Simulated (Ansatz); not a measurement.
SiGe in Ansatz: the effect of functional

The system is SiGe.

```
Ge Si
1.0
     3.85168    0.00000    0.00000
    -1.92584    3.33565    0.00000
     0.00000    0.00000    6.36360
Ge Si
2 2
Direct
  0.33333 0.66667 0.00039
  0.66667 0.33333 0.50039
  0.33333 0.66667 0.37461
  0.66667 0.33333 0.87461
```

The cell comes from a database or a generator and needn't be the stable form of this composition.

The cell isn't the ideal one: volume scaled by 0.96.

Alike in all runs:

| Property | Result |
| --- | --- |
| Program | Ansatz 0.2.0 |
| Task | single point |
| Potentials or basis | Ansatz PAW |
| k mesh | 8 × 8 × 4 |
| Occupations | fermi-dirac, width 0.05 eV |
| Spin | no spin polarisation |

```csv
functional,cutoff,gap on the mesh (eV),pressure (GPa),largest force (eV/Å)
LDA,420 eV (not typed: the program's choice for these potentials),0.30,1.3,0.02
PBEsol,420 eV (not typed: the program's choice for these potentials),0.28,3.3,0.03
r2SCAN,500 eV (not typed: the program's choice for these potentials),?,?,?
```

Problem. What does the run with functional r2SCAN give?

Solution. gap on the mesh 0.60 eV; pressure 3.8 GPa; largest force 0.03 eV/Å.

Caveats: the PAW data sets come from PBE, with cores solved anew for the run's functional, which leaves a small shift of forces and pressure.

A k mesh can miss the band edges.
